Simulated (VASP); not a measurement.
# InAs (F-43m) in VASP: a series of runs

The runs below take InAs through single point, with PBE, r2SCAN.

Program: VASP 6.6.1. These are calculated values, not measurements. Logs are shortened: lines on timing, memory, paths and dates and some standing lists are left out, and cuts for length are marked.

**The experiment to reproduce.**

A printed reference work, data compilation reports, for a bulk crystal of InAs at 4.2 K: band gap 0.418 eV (direct).

The runs below are set against these values where they give the same quantity.

## (1) The cell of the first run

Symmetry: F-43m, No. 216, cubic system. Conventional cell: a = 6.109 Å, b = 6.109 Å, c = 6.109 Å, α = 90.00°, β = 90.00°, γ = 90.00°. In (site symmetry -43m) has 4 As at 2.65 Å within 3.5 Å. As (site symmetry -43m) has 4 In at 2.65 Å within 3.5 Å.

## (2) Single point, PBE

Input file INCAR:

```
SYSTEM = InAs
PREC = Accurate ; ENCUT = 520
EDIFF = 1E-6 ; ISMEAR = -1
SIGMA = 0.02 ; LREAL = .FALSE.
LASPH = .TRUE. ; NELM = 80
ALGO = Normal ; ISIF = 2
LWAVE = .FALSE. ; LCHARG = .FALSE.
GGA = PE ; NBANDS = 16
```

Input file KPOINTS:

```
regular mesh
0
G
  6 6 6
  0 0 0
```

Input file POSCAR:

```
InAs
1.0
    0.0000000000      3.0545915924      3.0545915924
    3.0545915924      0.0000000000      3.0545915924
    3.0545915924      3.0545915924      0.0000000000
In As
1 1
Direct
    0.0000000000      0.0000000000      0.0000000000
    0.2500000000      0.2500000000      0.2500000000
```

Potentials or basis: VASP PAW PBE potentials, release 64 (In_d, As).

The run is started by

```sh
$ cat potpaw_PBE.64/In_d/POTCAR potpaw_PBE.64/As/POTCAR > POTCAR
$ mpirun -np 1 vasp_std > vasp.out
```

OUTCAR:

```text
SYSTEM = InAs
   PREC = Accurate
   ENCUT = 520
   EDIFF = 1E-6
   ISMEAR = -1
   LREAL = .FALSE.
   LASPH = .TRUE.
   NELM = 80
   ISIF = 2
   GGA = PE

 ion  position               nearest neighbor table
   1  0.000  0.000  0.000-   2 2.65   2 2.65   2 2.65   2 2.65
   2  0.250  0.250  0.250-   1 2.65   1 2.65   1 2.65   1 2.65

  LATTYP: Found a face centered cubic cell.
 ALAT       =     6.1091831848

  Lattice vectors:

 A1 = (   0.0000000000,   3.0545915924,   3.0545915924)
 A2 = (   3.0545915924,   0.0000000000,   3.0545915924)
 A3 = (   3.0545915924,   3.0545915924,   0.0000000000)

Analysis of symmetry for initial positions (statically):
=====================================================================
 Subroutine PRICEL returns:
 Original cell was already a primitive cell.

 Routine SETGRP: Setting up the symmetry group for a
 face centered cubic supercell.

 Subroutine GETGRP returns: Found 24 space group operations
 (whereof 24 operations were pure point group operations)
 out of a pool of 48 trial point group operations.

The static configuration has the point symmetry T_d .

Analysis of symmetry for dynamics (positions and initial velocities):
=====================================================================
 Subroutine PRICEL returns:
 Original cell was already a primitive cell.

 Routine SETGRP: Setting up the symmetry group for a
 face centered cubic supercell.

 Subroutine GETGRP returns: Found 24 space group operations
 (whereof 24 operations were pure point group operations)
 out of a pool of 48 trial point group operations.

The dynamic configuration has the point symmetry T_d .

 Subroutine INISYM returns: Found 24 space group operations
 (whereof 24 operations are pure point group operations),
 and found     1 'primitive' translations

----------------------------------------------------------------------------------------

                                     Primitive cell

  volume of cell :      57.0019

  direct lattice vectors                    reciprocal lattice vectors
     0.000000000  3.054591592  3.054591592    -0.163688004  0.163688004  0.163688004
     3.054591592  0.000000000  3.054591592     0.163688004 -0.163688004  0.163688004
     3.054591592  3.054591592  0.000000000     0.163688004  0.163688004 -0.163688004

  length of vectors
     4.319844857  4.319844857  4.319844857     0.283515939  0.283515939  0.283515939

  position of ions in fractional coordinates (direct lattice)
     0.000000000  0.000000000  0.000000000
     0.250000000  0.250000000  0.250000000

  ion indices of the primitive-cell ions
   primitive index   ion index
                 1           1
                 2           2

----------------------------------------------------------------------------------------

 KPOINTS: regular mesh

Automatic generation of k-mesh.
 Grid dimensions read from file:
 generate k-points for:    6    6    6

 Generating k-lattice:

  Cartesian coordinates                     Fractional coordinates (reciprocal lattice)
    -0.027281334  0.027281334  0.027281334     0.166666667  0.000000000  0.000000000
     0.027281334 -0.027281334  0.027281334     0.000000000  0.166666667  0.000000000
     0.027281334  0.027281334 -0.027281334     0.000000000  0.000000000  0.166666667

  Length of vectors
     0.047252657  0.047252657  0.047252657

  Shift w.r.t. Gamma in fractional coordinates (k-lattice)
     0.000000000  0.000000000  0.000000000

 Subroutine IBZKPT returns following result:
 ===========================================

 Found     16 irreducible k-points:

 Following reciprocal coordinates:
            Coordinates               Weight
  0.000000  0.000000  0.000000      1.000000
  0.166667  0.000000  0.000000      8.000000
  0.333333  0.000000  0.000000      8.000000
  0.500000  0.000000  0.000000      4.000000
  0.166667  0.166667  0.000000      6.000000
  0.333333  0.166667  0.000000     24.000000
[... 8 lines left out ...]
 -0.333333  0.333333  0.166667     24.000000
 -0.333333  0.500000  0.166667     12.000000
   k-points           NKPTS =     16   k-points in BZ     NKDIM =     16   number of bands    NBANDS=     16
   number of dos      NEDOS =    301   number of ions     NIONS =      2
   total plane-waves  NPLWV =  32768
   dimension x,y,z NGX =    32 NGY =   32 NGZ =   32
   dimension x,y,z NGXF=    64 NGYF=   64 NGZF=   64
   ions per type =               1   1
   NGX,Y,Z   is equivalent  to a cutoff of  12.31, 12.31, 12.31 a.u.
   NGXF,Y,Z  is equivalent  to a cutoff of  24.63, 24.63, 24.63 a.u.
 SYSTEM =  InAs
   PREC   = accura    normal or accurate (medium, high low for compatibility)
   ISTART =      0    job   : 0-new  1-cont  2-samecut
   ICHARG =      2    charge: 1-file 2-atom 10-const
   ISPIN  =      1    spin polarized calculation?
   LNONCOLLINEAR =      F non collinear calculations
   LSORBIT =      F    spin-orbit coupling
   LASPH  =      T    aspherical Exc in radial PAW
   ENCUT  =  520.0 eV  38.22 Ry    6.18 a.u.   8.03  8.03  8.03*2*pi/ulx,y,z
   NELM   =     80;   NELMIN=  2; NELMDL= -5     # of ELM steps
   EDIFF  = 0.1E-05   stopping-criterion for ELM
   LREAL  =      F    real-space projection
   EDIFFG = 0.1E-04   stopping-criterion for IOM
   NSW    =      0    number of steps for IOM
   IBRION =     -1    ionic relax: 0-MD 1-quasi-New 2-CG
   NFREE  =      0    steps in history (QN), initial steepest desc. (CG)
   ISIF   =      2    stress and relaxation
   ISYM   =      2    0-nonsym 1-usesym 2-fastsym
   POTIM  = 0.5000    time-step for ionic-motion
   TEBEG  =    0.0;   TEEND  =   0.0 temperature during run
   PSTRESS=    0.0 pullay stress
   NELECT =      18.0000    total number of electrons
   NUPDOWN=      -1.0000    fix difference up-down
   EMIN   =  10.00;   EMAX   =-10.00  energy-range for DOS
   EFERMI =   0.00;   METHOD = LEGACY
   ISMEAR =    -1;   SIGMA  =   0.02  broadening in eV -4-tet -1-fermi 0-gaus
   EFERMI_NEDOS =   21; number of points for ismear=-14 and -15
   IALGO  =     38    algorithm
   IMIX   =      4    mixing-type and parameters
     AMIX     =   0.40;   BMIX     =  1.00
     AMIX_MAG =   1.60;   BMIX_MAG =  1.00
  volume/ion in A,a.u.               =      28.50       192.33
  Fermi-wavevector in a.u.,A,eV,Ry     =   1.114814  2.106693 16.909468  1.242811
  Thomas-Fermi vector in A             =   2.251413
   LORBIT       =      0    0 simple, 1 ext, 2 COOP (PROOUT), +10 PAW based schemes
   GGA     = PE    functional components
   LHFCALC =     F    Hartree Fock is set to
   AEXX    =    0.0000 exact exchange contribution
   IVDW    =     0    specifies the selected vdW correction
   LEPSILON=     F    determine dielectric tensor
   LRPA    =     F    only Hartree local field effects (RPA)
 non-spin polarized calculation
  energy-cutoff  :      520.00
  volume of cell :       57.00
 maximum number of plane-waves:      1572
   NGX = 17   NGY = 17   NGZ = 17

 number of electron      17.9999996 magnetization

 Free energy of the ion-electron system (eV)
  ---------------------------------------------------
  ext. energy  EPLUGINS =         0.00000000
  ---------------------------------------------------
  free energy    TOTEN  =        -7.68730152 eV

  energy without entropy =       -7.68694789  energy(sigma->0) =       -7.68712470

 E-fermi :   4.2225     XC(G=0):  -8.9561

 val. band max:        4.2086801995   @ k =   0.0000   0.0000   0.0000
 cond. band min:       5.0964711356   @ k =   0.5000   0.0000   0.0000
 fundamental gap:      0.8877909361
 Fermi energy:         4.2225430707

 k-point     1 :       0.0000    0.0000    0.0000
  band No.  band energies     occupation
      1     -10.1301      2.00000
      2     -10.1301      2.00000
      3     -10.1301      2.00000
      4     -10.0169      2.00000
      5     -10.0169      2.00000
      6      -7.4584      2.00000
[... 8 lines left out ...]
     15      13.8067      0.00000
     16      13.8067      0.00000

 k-point     2 :       0.1667    0.0000    0.0000
  band No.  band energies     occupation
      1     -10.1593      2.00000
      2     -10.1213      2.00000
      3     -10.1213      2.00000
      4     -10.0169      2.00000
      5     -10.0169      2.00000
      6      -7.1917      2.00000
[... 8 lines left out ...]
     15      12.7637      0.00000
     16      12.7637      0.00000

 k-point     3 :       0.3333    0.0000    0.0000
  band No.  band energies     occupation
      1     -10.2131      2.00000
      2     -10.1070      2.00000
      3     -10.1070      2.00000
      4     -10.0134      2.00000
      5     -10.0134      2.00000
      6      -6.5314      2.00000
[... 8 lines left out ...]
     15      13.2180      0.00000
     16      13.2180      0.00000

 k-point     4 :       0.5000    0.0000    0.0000
  band No.  band energies     occupation
      1     -10.2382      2.00000
      2     -10.1018      2.00000
      3     -10.1018      2.00000
      4     -10.0096      2.00000
      5     -10.0096      2.00000
      6      -6.0815      2.00000
[... 8 lines left out ...]
     15      14.8441      0.00000
     16      14.8441      0.00000
[... 172 lines left out ...]
 k-point    14 :       0.5000    0.3333    0.1667
  band No.  band energies     occupation
      1     -10.2508      2.00000
      2     -10.0905      2.00000
      3     -10.0794      2.00000
      4     -10.0300      2.00000
      5     -10.0066      2.00000
      6      -6.0317      2.00000
[... 8 lines left out ...]
     15      14.6723      0.00000
     16      15.9928      0.00000

 k-point    15 :      -0.3333    0.3333    0.1667
  band No.  band energies     occupation
      1     -10.2620      2.00000
      2     -10.0901      2.00000
      3     -10.0719      2.00000
      4     -10.0264      2.00000
      5     -10.0099      2.00000
      6      -5.6881      2.00000
[... 8 lines left out ...]
     15      14.9261      0.00000
     16      15.8073      0.00000

 k-point    16 :      -0.3333    0.5000    0.1667
  band No.  band energies     occupation
      1     -10.2770      2.00000
      2     -10.0781      2.00000
      3     -10.0623      2.00000
      4     -10.0362      2.00000
      5     -10.0047      2.00000
      6      -5.5387      2.00000
[... 8 lines left out ...]
     15      15.6673      0.00000
     16      15.9136      0.00000

------------------------ aborting loop because EDIFF is reached ----------------------------------------

  FORCE on cell =-STRESS in cart. coord.  units (eV):
  Direction    XX          YY          ZZ          XY          YZ          ZX
  --------------------------------------------------------------------------------------
  -------------------------------------------------------------------------------------
  Total        0.7575345      0.7575345      0.7575345      0.0000000     -0.0000000      0.0000000
  in kB       21.2923473     21.2923473     21.2923473      0.0000000     -0.0000000      0.0000000
  external PRESSURE =      21.2923473 kB  Pullay stress =       0.0000000 kB

 VOLUME and BASIS-vectors are now :
 -----------------------------------------------------------------------------
  energy-cutoff  :      520.00
  volume of cell :       57.00
      direct lattice vectors                 reciprocal lattice vectors
     0.000000000  3.054591592  3.054591592    -0.163688004  0.163688004  0.163688004
     3.054591592  0.000000000  3.054591592     0.163688004 -0.163688004  0.163688004
     3.054591592  3.054591592  0.000000000     0.163688004  0.163688004 -0.163688004

 POSITION                                       TOTAL-FORCE (eV/Angst)
 -----------------------------------------------------------------------------------
      0.00000      0.00000      0.00000        -0.000000      0.000000      0.000000
      1.52730      1.52730      1.52730         0.000000     -0.000000     -0.000000
 -----------------------------------------------------------------------------------
    total drift:                               -0.000000     -0.000000     -0.000000

  FREE ENERGIE OF THE ION-ELECTRON SYSTEM (eV)
  ---------------------------------------------------
  free  energy   TOTEN  =        -7.6873015159 eV

  energy  without entropy=       -7.6869478890  energy(sigma->0) =       -7.68712470
```

It took 11 s on 1 thread of Intel Xeon 6975P-C, shared host; peak memory 0.18 GiB.

Results:

```
Free energy            : -7.6873 eV
Pressure               : 2.1 GPa
Band gap on the k mesh : zero (filled and empty bands touch)
```

Levels at points of the mesh, in eV from the Fermi level:
| k point | band 7 | band 8 | band 9 | band 10 | band 11 | band 12 |
| --- | --- | --- | --- | --- | --- | --- |
| (0.00, 0.00, 0.00) | -0.37 | -0.01 | -0.01 | -0.01 | 3.87 | 3.87 |
| (0.50, 0.00, 0.00) | -5.63 | -0.96 | -0.96 | 0.87 | 4.64 | 4.64 |
| (0.50, 0.50, 0.00) | -5.72 | -2.24 | -2.24 | 1.58 | 2.04 | 8.98 |

Caveat: spin-orbit coupling is left out, which moves the levels of the heavy elements.

## (3) Single point, r2SCAN

POSCAR is that of step 2.

Input file INCAR.step1:

```
SYSTEM = InAs
ALGO = Normal ; EDIFF = 1E-4
ENCUT = 520 ; GGA = PE
ISMEAR = -1 ; LASPH = .True.
LCHARG = .False. ; LREAL = .False.
LWAVE = .True. ; NBANDS = 16
NELM = 60 ; PREC = Accurate
SIGMA = 0.02
```

Input file INCAR.step2:

```
SYSTEM = InAs
ALGO = Normal ; EDIFF = 1E-7
ENCUT = 520 ; ISIF = 2
ISMEAR = -1 ; ISTART = 1
LASPH = .True. ; LCHARG = .True.
LELF = .True. ; LMIXTAU = .True.
LREAL = .False. ; LVHAR = .True.
LWAVE = .False. ; METAGGA = R2SCAN
NBANDS = 16 ; NELM = 60
PREC = Accurate ; SIGMA = 0.02
```

Input file KPOINTS:

```
k-points
0
Gamma
  6 6 6
  0 0 0
```

Potentials or basis: VASP PAW PBE potentials, release 64 (In_d, As).

The run is started by

```sh
$ cat potpaw_PBE.64/In_d/POTCAR potpaw_PBE.64/As/POTCAR > POTCAR
$ cp INCAR.step1 INCAR
$ mpirun -np 1 vasp_std > vasp.out
$ cp INCAR.step2 INCAR
$ mpirun -np 1 vasp_std > vasp.out
```

Run time: 54 s. Hardware: 1 thread of Intel Xeon 6975P-C, shared host; peak memory 0.19 GiB.

It converged, with:

- Free energy: -38.0452 eV
- Pressure: 0.0 GPa
- Band gap on the k mesh: 0.08 eV, direct

Levels at points of the mesh, in eV from the valence-band top:
```
           k point  band 7  band 8  band 9  band 10  band 11  band 12
(0.00, 0.00, 0.00)    0.00    0.00    0.00     0.08     4.25     4.25
(0.50, 0.00, 0.00)   -5.72   -0.97   -0.97     1.24     5.02     5.02
(0.50, 0.50, 0.00)   -5.81   -2.29   -2.29     1.87     2.34     9.62
```

Caveat: the PAW data sets were made with another functional, which shifts forces and pressure a little; spin-orbit coupling is left out, which moves the levels of the heavy elements.

## (4) Single point, r2SCAN

POSCAR is that of step 3.

Input file INCAR.step1:

```
  PREC = Accurate
  ENCUT = 520
  ISMEAR = -1
  SIGMA = 0.02
  LREAL = False
  LASPH = True
  NELM = 60
  NBANDS = 16
  GGA = PE
  ALGO = Normal
  EDIFF = 1E-4
  LWAVE = True
  LCHARG = False
```

Input file INCAR.step2:

```
  PREC = Accurate
  ENCUT = 520
  EDIFF = 1E-6
  ISMEAR = -1
  SIGMA = 0.02
  LREAL = False
  LASPH = True
  NELM = 60
  ALGO = Normal
  ISIF = 2
  LWAVE = False
  LCHARG = False
  METAGGA = R2SCAN
  LMIXTAU = True
  NBANDS = 16
  ISTART = 1
```

Input file KPOINTS:

```
Automatic mesh
0
Gamma
  6 6 6
```

The run is started by

```sh
$ cat potpaw_PBE.64/In_d/POTCAR potpaw_PBE.64/As/POTCAR > POTCAR
$ cp INCAR.step1 INCAR
$ mpirun -np 1 vasp_std > vasp.out
$ cp INCAR.step2 INCAR
$ mpirun -np 1 vasp_std > vasp.out
```

It took 47 s on 1 thread of Intel Xeon 6975P-C, shared host; peak memory 0.19 GiB.

Results (log left out):

```yaml
Free_energy: -38.0452 eV
Pressure: 0.0 GPa
Band_gap_on_the_k_mesh: 0.08 eV, direct
```

Levels at points of the mesh, in eV from the valence-band top:
| k point | band 6 | band 7 | band 8 | band 9 | band 10 | band 11 | band 12 | band 13 |
| --- | --- | --- | --- | --- | --- | --- | --- | --- |
| (0.00, 0.00, 0.00) | -12.10 | 0.00 | 0.00 | 0.00 | 0.08 | 4.25 | 4.25 | 4.25 |
| (0.50, 0.00, 0.00) | -10.65 | -5.72 | -0.97 | -0.97 | 1.24 | 5.02 | 5.02 | 7.24 |
| (0.50, 0.50, 0.00) | -10.12 | -5.81 | -2.29 | -2.29 | 1.87 | 2.34 | 9.62 | 9.72 |

Caveat: the PAW data sets were made with another functional, which shifts forces and pressure a little; spin-orbit coupling is left out, which moves the levels of the heavy elements.

## (5) How close it comes

Step 2. Measured gap of InAs: 0.418 eV (direct; 4.2 K; a printed reference work, data compilation). This calculation gives 0.00 eV (-0.42 eV). Spin-orbit coupling on As, In is left out. The value is that of PBE on a finite k mesh, which can miss the band edges, without temperature or zero-point motion. Semilocal functionals fall short of measured gaps as a rule.

Step 3. Measured gap of InAs: 0.418 eV (direct; 4.2 K; a printed reference work, data compilation). This calculation gives 0.08 eV (-0.34 eV). Spin-orbit coupling on As, In is left out. The value is that of r2SCAN, without temperature or zero-point motion.

Step 4. Measured gap of InAs: 0.418 eV (direct; 4.2 K; a printed reference work, data compilation). This calculation gives 0.08 eV (-0.34 eV). Spin-orbit coupling on As, In is left out. The value is that of r2SCAN, without temperature or zero-point motion.
